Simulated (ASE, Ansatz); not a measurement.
# Σ5 (310)[001] symmetric tilt boundary in a ScIr-ScPd solid solution (80 atoms): support functions against a reference, part 2 of 2

Wanted: errors and times of a linear-scaling basis for Σ5 (310)[001] symmetric tilt boundary in a ScIr-ScPd solid solution (80 atoms). A setting counts as converged where the r.m.s. difference of forces stays under 1 % of the r.m.s. force.

Ansatz 0.2.0; Kohn-Sham DFT, PBE, PAW (set soft_2), plane waves.

The cell: 40 Sc, 11 Pd and 29 Ir. The host structure and its lattice constant were typed by rule, without a check against the phase diagram. The levels lack spin–orbit coupling.

So far. Step 3 (Support functions low): Forces differ from the reference by 1.3 meV/Å r.m.s., 0.29 % of their size, well within a tolerance of 1 %; the energy by -1.9 meV/atom. Step 4 (Support functions medium): Forces differ from the reference by 1.2 meV/Å r.m.s., 0.27 % of their size, well within a tolerance of 1 %; the energy by -1.9 meV/atom.

### 5. Support functions medium, radius 3.16 Å

Level of this step: Kohn-Sham DFT, PBE, PAW (set soft_2), localised support functions (medium) (Ansatz).

The radius confines each support function; a larger one gives more freedom and more work per atom.

File input.yaml:

```yaml
crystal:
  lattice:
    - [6.4556, 0.0, 0.0]
    - [0.0, 10.2072, 0.0]
    - [0.0, 0.0, 22.1144]
  atoms:
    [... the 80 atom lines of step 2 ...]
kpoints:
  mp_grid: { grid: [3, 2, 1] }
hamiltonian:
  xc: pbe
scf:
  occupations: { method: methfessel_paxton, width: 0.15 }
  eigensolver: { kind: { support_functions: { accuracy: medium, radius: 3.16 } } }
  mixing: { beta: 0.2 }
  max_iter: 150
output:
  forces: true
  eigenvalues: true
```

On the command line:

```console
ansatz run input.yaml --threads 8 --pin off --max-ram 15872MiB --backend cpu --events-out ev --progress --plain --runs-dir out
```

Numbers of over 12 decimals in the logs are rounded to 6 here.

Log:

```text
Warning: scf.eigensolver.kind.support_functions: disabling space-group detection — the functions' gradient is summed over unrotated k-points, so no spatial operation reduces the k-mesh or symmetrises the density; time reversal is kept, so that k and −k are solved as one point where they differ and the mesh holds both, and exact exchange and, on two spinor components, a DFT+U term hold to it where the run has them: [...]
settings of this run that can trade accuracy for cost: scf.eigensolver.kind.support_functions [...]
Engine: ansatz 0.2.0, aarch64-unknown-linux-gnu
Pseudopotentials: kind: paw
Pseudopotential: Sc, paw, valence charge 11, recommended cutoff 420 eV (normal), Sc.paw.azcp
Pseudopotential: Pd, paw, valence charge 18, recommended cutoff 420 eV (normal), Pd.paw.azcp
Pseudopotential: Ir, paw, valence charge 17, recommended cutoff 420 eV (normal), Ir.paw.azcp
[... 5 lines on functional and potentials left out ...]
Error: SCF: the radius of support functions is under 3.75 Å, the least for these sites at the functions' level (scf.eigensolver.kind.support_functions.accuracy). Use scf.eigensolver.kind: auto, or type scf.eigensolver.kind.support_functions.radius at least as long, [...]
```

Run time: 1.9 s. Hardware: 8 threads of Arm Neoverse V1, shared host; peak memory 0.4 GiB.

The program refuses radii under 3.75 Å for these atoms at this level.

### 6. Support functions medium, radius 3.47 Å

The radius confines each support function; a larger one gives more freedom and more work per atom.

input.yaml, the sections that differ from step 5:

```yaml
scf:
  occupations: { method: methfessel_paxton, width: 0.15 }
  eigensolver: { kind: { support_functions: { accuracy: medium, radius: 3.47 } } }
  mixing: { beta: 0.2 }
  max_iter: 150
# crystal, kpoints, hamiltonian, output: as in step 5
```

Log:

```text
Warning: scf.eigensolver.kind.support_functions: disabling space-group detection — the functions' gradient is summed over unrotated k-points, so no spatial operation reduces the k-mesh or symmetrises the density; time reversal is kept, so that k and −k are solved as one point where they differ and the mesh holds both, and exact exchange and, on two spinor components, a DFT+U term hold to it where the run has them: [...]
settings of this run that can trade accuracy for cost: scf.eigensolver.kind.support_functions [...]
Engine: ansatz 0.2.0, aarch64-unknown-linux-gnu
Pseudopotentials: kind: paw
Pseudopotential: Sc, paw, valence charge 11, recommended cutoff 420 eV (normal), Sc.paw.azcp
Pseudopotential: Pd, paw, valence charge 18, recommended cutoff 420 eV (normal), Pd.paw.azcp
Pseudopotential: Ir, paw, valence charge 17, recommended cutoff 420 eV (normal), Ir.paw.azcp
[... 5 lines on functional and potentials left out ...]
Error: SCF: the radius of support functions is under 3.75 Å, the least for these sites at the functions' level (scf.eigensolver.kind.support_functions.accuracy). Use scf.eigensolver.kind: auto, or type scf.eigensolver.kind.support_functions.radius at least as long, [...]
```

Wall time 1.9 s (8 threads); peak memory 0.4 GiB.

The program refuses radii under 3.75 Å for these atoms at this level.

Runs without a result: support functions medium, radius 3.16 Å (error); support functions medium, radius 3.47 Å (error).

### 7. Cost against change

Each row is set against the plane-wave reference (Kohn-Sham DFT, PBE, PAW (set soft_2), plane waves; r.m.s. force component 0.446 eV/Å). Energies are set beside the reference only for runs with its functional, potentials and electron count. Times are for 8 threads of Arm Neoverse V1, shared host. The reference's time includes the DOS, ELF, the stress and grids, which some other runs skip.

| run | Δ force, r.m.s. (meV/Å) | share of r.m.s. force (%) | Δ energy (meV/atom) | cycles | time | host memory (GiB) |
| --- | --- | --- | --- | --- | --- | --- |
| reference | - | - | - | 10 | 4.3 min | 8.5 |
| support functions low | 1.3 | 0.292 | -1.90 | 19 | 3.8 min | 4.7 |
| support functions medium | 1.19 | 0.266 | -1.90 | 21 | 4.2 min | 4.7 |

### 8. The reference in detail

The comparisons rest on this run, so its electronic structure is set out here.

Neighbours are counted within 3.61 Å (Sc-Sc), 3.11 Å (Sc-Ir), 3.11 Å (Sc-Pd), 3.61 Å (Ir-Ir), 3.61 Å (Ir-Pd), 3.61 Å (Pd-Pd), cutoffs set anew for this text.

Length of the force by element and coordination:

| element | coordination | atoms | mean length of the force (eV/Å) | spread | least | most |
| --- | --- | --- | --- | --- | --- | --- |
| Ir | all | 29 | 0.380 | 0.229 | 0.0911 | 1.14 |
| Ir | 11 | 4 | 0.370 | 0.0624 | 0.303 | 0.470 |
| Ir | 12 | 5 | 0.658 | 0.333 | 0.321 | 1.14 |
| Ir | 13 | 9 | 0.377 | 0.190 | 0.133 | 0.813 |
| Ir | 14 | 11 | 0.261 | 0.0886 | 0.0911 | 0.431 |
| Pd | all | 11 | 0.386 | 0.182 | 0.107 | 0.675 |
| Pd | 12 | 3 | 0.610 | 0.0583 | 0.534 | 0.675 |
| Pd | 13 | 3 | 0.375 | 0.169 | 0.235 | 0.612 |
| Pd | 14 | 5 | 0.259 | 0.0891 | 0.107 | 0.372 |
| Sc | all | 40 | 0.879 | 0.476 | 0.123 | 1.81 |
| Sc | 11 | 4 | 1.45 | 0.245 | 1.13 | 1.75 |
| Sc | 12 | 8 | 0.922 | 0.604 | 0.123 | 1.81 |
| Sc | 13 | 12 | 1.19 | 0.231 | 0.705 | 1.60 |
| Sc | 14 | 16 | 0.485 | 0.141 | 0.176 | 0.690 |

By region:

| region | atoms | mean length of the force (eV/Å) |
| --- | --- | --- |
| lower grain | 40 | 0.646 |
| upper grain | 40 | 0.615 |

Density of states as counts of states in windows of 1 eV (from the Fermi level), total and the larger projections:

| from (eV) | to (eV) | total | lower grain | upper grain | Ir d | Sc d | Pd d | Sc s |
| --- | --- | --- | --- | --- | --- | --- | --- | --- |
| -18 | -8 | 0.0 | 0.0 | 0.0 | 0.0 | 0.0 | 0.0 | 0.0 |
| -8 | -7 | 0.8 | 0.4 | 0.4 | 0.0 | 0.0 | 0.0 | 0.5 |
| -7 | -6 | 6.8 | 3.2 | 3.5 | 0.1 | 0.1 | 0.0 | 3.8 |
| -6 | -5 | 16.9 | 8.3 | 8.5 | 1.6 | 1.3 | 1.0 | 5.9 |
| -5 | -4 | 72.9 | 40.2 | 31.9 | 21.5 | 11.2 | 23.5 | 6.9 |
| -4 | -3 | 129.5 | 66.9 | 61.0 | 56.2 | 16.7 | 44.8 | 6.2 |
| -3 | -2 | 136.5 | 64.1 | 69.8 | 86.2 | 18.6 | 21.6 | 3.9 |
| -2 | -1 | 84.7 | 38.3 | 43.8 | 53.7 | 13.0 | 7.6 | 4.6 |
| -1 | 0 | 45.5 | 20.9 | 20.9 | 16.2 | 16.2 | 3.3 | 4.0 |
| 0 | 1 | 55.8 | 26.6 | 23.4 | 12.2 | 29.7 | 2.4 | 3.0 |
| 1 | 2 | 103.4 | 49.4 | 46.5 | 15.4 | 74.1 | 1.9 | 2.4 |

The stored curve holds about 494 of the 1131 electrons; the rest, give or take the few that broadening carries across the Fermi level, lie in deeper levels below its range.

The levels nearest the highest filled one (over half full), pooled over k-points and spins:

| level less the highest filled one (eV) | occupation |
| --- | --- |
| -0.0438 | 1.60 |
| -0.043 | 1.60 |
| -0.0242 | 1.42 |
| -0.024 | 1.42 |
| -0.0105 | 1.27 |
| 0 | 1.16 |
| 0.0149 | 0.991 |
| 0.0185 | 0.951 |
| 0.0226 | 0.905 |
| 0.0241 | 0.888 |
| 0.0403 | 0.709 |
| 0.0459 | 0.651 |

Planar average of the electrostatic potential energy along the normal, with the Fermi level as zero, after a running mean with a triangular window 4 Å wide at its base:

| height (Å) | potential energy (eV) |
| --- | --- |
| 0.0 | -6.30 |
| 0.6 | -7.62 |
| 1.3 | -8.70 |
| 1.9 | -8.91 |
| 2.5 | -8.94 |
| 3.1 | -8.97 |
| 3.8 | -9.04 |
| 4.4 | -9.14 |
| 5.0 | -9.30 |
| 5.6 | -9.47 |
| 6.3 | -9.56 |
| 6.9 | -9.46 |
| 7.5 | -9.22 |
| 8.1 | -8.64 |
| 8.8 | -7.18 |
| 9.4 | -5.85 |
| 10.0 | -4.99 |
| 10.6 | -5.32 |
| 11.4 | -6.84 |
| 11.9 | -8.13 |
| 12.5 | -8.98 |
| 13.1 | -9.36 |
| 13.9 | -9.57 |
| 14.4 | -9.60 |
| 15.0 | -9.51 |
| 15.6 | -9.34 |
| 16.4 | -9.18 |
| 17.0 | -9.15 |
| 17.5 | -9.19 |
| 18.1 | -9.26 |
| 18.9 | -9.09 |
| 19.5 | -8.29 |
| 20.1 | -6.95 |
| 20.6 | -5.60 |
| 21.4 | -5.06 |
| 22.0 | -5.98 |

Electrostatic potential energy in the cb plane at fractional x = 0.000, with atoms of Sc and Ir and Pd within 0.2 Å of it. With pseudopotentials it is smooth inside the atoms' cores, unlike the true potential.

Values in eV, 13 rows by 16 columns, each cell a mean:
```
 17  15  16  17   0 -23  13  19 -11 -33  14  -5 -32  12  16  17
 17   4  -5  14  -7 -37  11  19  16  13  17 -15 -46   9   6 -14
 15 -17 -41  11  13   7  17  18  19  17  16  12   4  16 -15 -51
 12   5  -3  15  17  15  13  18  19  18  15  12  17  16   6 -13
 15  17  15  15  17  -1 -26  12  19  19  -8 -37  11  16  17  16
 17  17   3 -11  13  -5 -36  10  17  17 -13 -43  10   5 -13  14
  3  15 -13 -41  11  14   8  16  16  16  14   8  16 -10 -45  10
-35  12   8   1  16  18  14  10  16  15  14  17  16  10  -2  16
 -9  15  17  15  15  17  -2 -33  10  -7 -29  14  16  16  17  16
 15  16  17   2 -15  13  -2 -32  10  -9 -33  14   0 -25  12  16
  6  -2  14 -11 -41  10  15  11  17  16  11  17 -15 -50   8  10
-17 -40  12  10   2  16  18  19  13   8  17  16  10  -3  16  -9
  3  -7  15  17  14  13  18  18 -17 -40  12  16  14  17  16   7
```
Columns run along c (16.0 Å, from fractional 0.10 to 0.82 of the cell; values clipped at the 3rd and 97th percentile), rows up along b (10.2 Å). Atoms in or near the plane, at fractional coordinates: Sc at (0.14, 0.10), Sc at (0.18, 0.80), Sc at (0.23, 0.50), Sc at (0.28, 0.20), Sc at (0.32, 0.90), Sc at (0.37, 0.60), Sc at (0.42, 0.30), Ir at (0.78, 0.80), Pd at (0.73, 0.50), Ir at (0.69, 0.20), Ir at (0.64, 0.90), Ir at (0.59, 0.60), Pd at (0.55, 0.29), Ir at (0.50, 0.00).

Valence density in the cb plane at fractional x = 0.000, with atoms of Sc and Ir and Pd within 0.2 Å of it. It is the smooth field of the valence electrons, not physical close to the nuclei.

Ten even steps from '0' (0 e/Å³) to '9' (13 e/Å³), each cell a mean:
```
42000000000000000001100000001365200000221000
10000000000000000024420000000122000002564100
00000000000000000024520000000000000002664100
00000000002320000002210000000000000001332000
00000000014541000000000000000000000000000000
00221000002420000000000000000000000000000000
02453000000000000000000000000000000000000000
01442000000000000000000000000000000111000000
00110000000000000000024310000000001454100000
00000000000000000000035420000000002565200000
00000000000002210000013310000000001343100002
00000000000014541000000000000000000010000015
00000110000013430000000000000000000000000014
00002441000000100000000000000000000000000001
00002542000000000000000000000000000000000000
00001210000000000000000023200000354100000000
00000000000000000000000135410001698200000000
00000000000000001100000024310001586200001221
00000000000000014530000000000000111000003664
00000000100000014530000000000000000000003664
00000002431000001210000000000000000000001231
00000003542000000000000000000000000000000000
21000001320000000000000000000233100000000000
53000000000000000000000000001466300000000000
```
Columns run along c (16.0 Å, from fractional 0.00 to 0.72 of the cell), rows up along b (10.2 Å). Atoms in or near the plane, at fractional coordinates: Sc at (0.05, 0.70), Sc at (0.09, 0.40), Sc at (0.14, 0.10), Sc at (0.18, 0.80), Sc at (0.23, 0.50), Sc at (0.28, 0.20), Sc at (0.32, 0.90), Sc at (0.37, 0.60), Sc at (0.42, 0.30), Ir at (0.69, 0.20), Ir at (0.64, 0.90), Ir at (0.59, 0.60), Pd at (0.55, 0.29), Ir at (0.50, 0.00).

Forces differ by site in this geometry: Sc atoms with 13 neighbours bear 1.2 eV/Å on average, against 0.48 eV/Å for those with 14. Within 0.4 eV of the Fermi level the largest share is Sc d (48 % of the projected weight).

### 9. Local order

These statistics describe the geometry on which the runs were made.

Density 9.74 g/cm³, 18.21 Å³ an atom.

Pair distribution functions g(r), in bins of 0.2 Å:

| r (Å) | total | Sc-Sc | Sc-Ir | Sc-Pd | Ir-Ir | Ir-Pd | Pd-Pd |
| --- | --- | --- | --- | --- | --- | --- | --- |
| 2.70 | 3.69 | 0.00 | 7.30 | 7.55 | 0.00 | 0.00 | 0.00 |
| 2.90 | 2.80 | 0.00 | 5.64 | 5.40 | 0.00 | 0.00 | 0.00 |
| 3.10 | 0.86 | 1.66 | 0.00 | 0.00 | 1.78 | 2.17 | 0.00 |
| 3.30 | 3.04 | 6.15 | 0.00 | 0.00 | 5.67 | 6.56 | 5.55 |
| 3.50 | 0.33 | 0.48 | 0.20 | 0.10 | 0.34 | 0.60 | 0.80 |
| 3.70 | 0.03 | 0.00 | 0.04 | 0.10 | 0.00 | 0.00 | 0.00 |
| 3.90 | 0.00 | 0.00 | 0.00 | 0.00 | 0.00 | 0.00 | 0.00 |
| 4.10 | 0.09 | 0.00 | 0.18 | 0.16 | 0.00 | 0.00 | 0.00 |
| 4.30 | 0.15 | 0.00 | 0.37 | 0.14 | 0.00 | 0.00 | 0.00 |
| 4.50 | 2.88 | 5.82 | 0.00 | 0.00 | 5.60 | 5.58 | 6.93 |
| 4.70 | 0.62 | 1.10 | 0.07 | 0.06 | 1.34 | 1.17 | 0.89 |
| 4.90 | 0.28 | 0.00 | 0.56 | 0.60 | 0.00 | 0.00 | 0.00 |
| 5.10 | 0.13 | 0.00 | 0.25 | 0.25 | 0.05 | 0.00 | 0.00 |
| 5.30 | 4.63 | 0.41 | 8.76 | 9.09 | 0.54 | 0.26 | 0.00 |
| 5.50 | 1.13 | 1.73 | 0.41 | 0.40 | 1.86 | 1.94 | 3.10 |
| 5.70 | 0.55 | 1.23 | 0.00 | 0.00 | 1.00 | 1.08 | 0.29 |
| 5.90 | 0.42 | 0.17 | 0.64 | 0.75 | 0.16 | 0.26 | 0.00 |
| 6.10 | 0.39 | 0.62 | 0.15 | 0.21 | 0.67 | 0.54 | 0.26 |
| 6.30 | 0.11 | 0.04 | 0.19 | 0.17 | 0.00 | 0.00 | 0.25 |
| 6.50 | 1.06 | 2.02 | 0.11 | 0.03 | 2.37 | 1.29 | 3.89 |
| 6.70 | 0.11 | 0.02 | 0.21 | 0.20 | 0.03 | 0.00 | 0.00 |
| 6.90 | 0.56 | 0.16 | 0.92 | 1.04 | 0.23 | 0.07 | 0.00 |
| 7.10 | 2.79 | 1.35 | 4.31 | 4.01 | 1.45 | 1.41 | 0.74 |
| 7.30 | 1.97 | 3.69 | 0.31 | 0.32 | 3.18 | 4.30 | 2.57 |
| 7.50 | 0.43 | 0.44 | 0.38 | 0.38 | 0.49 | 0.62 | 0.17 |
| 7.70 | 0.28 | 0.41 | 0.20 | 0.09 | 0.37 | 0.37 | 0.48 |
| 7.90 | 2.04 | 3.59 | 0.45 | 0.42 | 3.73 | 3.41 | 4.30 |

Bonds by pair of elements; cutoffs follow the first minimum of g(r), held within bounds set by covalent radii, and pairs that aren't listed don't count as bonded (cutoffs were set anew for this text, so counts can differ from the run's own analysis):

| pair A-B | cutoff (Å) | bonds | mean length (Å) | spread (Å) | shortest (Å) | B about A | A about B |
| --- | --- | --- | --- | --- | --- | --- | --- |
| Sc-Sc | 3.61 | 120 | 3.24 | 0.066 | 3.17 | 6 | 6 |
| Sc-Ir | 3.11 | 203 | 2.80 | 0.033 | 2.71 | 5.08 | 7 |
| Sc-Pd | 3.11 | 77 | 2.80 | 0.033 | 2.73 | 1.93 | 7 |
| Ir-Ir | 3.61 | 59 | 3.24 | 0.065 | 3.16 | 4.07 | 4.07 |
| Ir-Pd | 3.61 | 54 | 3.25 | 0.071 | 3.15 | 1.86 | 4.91 |
| Pd-Pd | 3.61 | 7 | 3.26 | 0.082 | 3.22 | 1.27 | 1.27 |

How many atoms have how many bonded neighbours:

| element | mean | 11 | 12 | 13 | 14 |
| --- | --- | --- | --- | --- | --- |
| Ir | 12.9 | 4 | 5 | 9 | 11 |
| Pd | 13.2 | 0 | 3 | 3 | 5 |
| Sc | 13 | 4 | 8 | 12 | 16 |

By these cutoffs 38 % of Ir atoms have 14, 45 % of Pd atoms have 14 and 40 % of Sc atoms have 14 bonded neighbours.

The surroundings of Sc3, which has 12 bonded neighbours where the commonest count for Sc is 14, nearest first, numbered as they follow in the input and with coordinates relative to it.

| atom | x | y | z | distance (Å) | bonds | Fx | Fy | Fz (eV/Å) |
| --- | --- | --- | --- | --- | --- | --- | --- | --- |
| Sc3 | 0.00 | 0.00 | 0.00 | 0.00 | 12 | 0.11 | 0.02 | -0.04 |
| Ir38 | -1.60 | 1.99 | 0.95 | 2.73 | 12 | -0.02 | -0.32 | 0.02 |
| Pd2 | -1.61 | -1.03 | 2.06 | 2.81 | 13 | -0.06 | 0.23 | -0.03 |
| Pd4 | 1.61 | -1.05 | 2.07 | 2.82 | 13 | 0.03 | 0.25 | -0.11 |
| Ir40 | 1.63 | 2.05 | 1.06 | 2.83 | 12 | -0.07 | -1.02 | -0.51 |
| Sc47 | 1.63 | 2.02 | -1.85 | 3.19 | 11 | -0.16 | 1.60 | -0.07 |
| Sc1 | -3.20 | -0.03 | -0.01 | 3.20 | 12 | -0.17 | 0.10 | 0.00 |
| Sc45 | -1.64 | 2.01 | -1.87 | 3.20 | 11 | 0.26 | 1.73 | 0.07 |
| Sc7 | -0.03 | -3.05 | 1.03 | 3.22 | 12 | 0.03 | -1.00 | -1.50 |
| Sc15 | 0.01 | 1.00 | 3.07 | 3.22 | 14 | -0.14 | 0.21 | -0.42 |
| Sc1 | 3.26 | -0.03 | -0.01 | 3.26 | 12 | -0.17 | 0.10 | 0.00 |
| Sc49 | -1.60 | -1.04 | -2.89 | 3.46 | 13 | -0.31 | -0.66 | 0.79 |
| Sc51 | 1.62 | -1.04 | -2.90 | 3.48 | 13 | 0.20 | -0.58 | 0.88 |
| Ir78 | -0.02 | -3.07 | -1.89 | 3.60 | 11 | -0.11 | -0.30 | 0.11 |

The column of bonds counts only the pairs Sc-Sc within 3.61 Å, Sc-Ir within 3.11 Å, Sc-Pd within 3.11 Å, Ir-Ir within 3.61 Å, Ir-Pd within 3.61 Å, Pd-Pd within 3.61 Å; other neighbours, such as metal atoms beside each other in a compound, aren't counted, and periodic images can show an atom twice.

### 10. Outcome

```json
{"free energy per atom": "-6353.9831 eV/atom", "density": "9.735 g/cm³", "pressure": "-2.071 GPa", "r.m.s. force component": "0.4459 eV/Å", "wall time of the 3 DFT runs": "12 min"}
```

Against plane waves at 420 eV, the forces differ by 1.2 meV/Å (0.27 %) with support functions medium. Differences between support functions and plane waves include what basis error the plane-wave run still has.

25 levels are partly filled, by over 2 % (on the run's k-points), as in a metal. Forces differ by site in this geometry: Sc atoms with 13 neighbours bear 1.2 eV/Å on average, against 0.48 eV/Å for those with 14. With the cutoffs above, 38 % of Ir atoms have 14, 45 % of Pd atoms have 14 and 40 % of Sc atoms have 14 bonded neighbours.

**Limits.** The geometry was built by rule, was displaced at random and isn't relaxed at this level: its force components are 0.45 eV/Å r.m.s. The pressure of -2.1 GPa belongs to a cell and atoms that aren't relaxed at this level.

[Logs are printed without paths, hosts, clocks, repeated set-up lines and the standing remarks that a program may print on its own settings, such as how far it seeks lower states.]

[Hosts, paths, dates, database ids (printed as entryN), source tags and the programs' standing remarks are cut or masked in the printed files.]
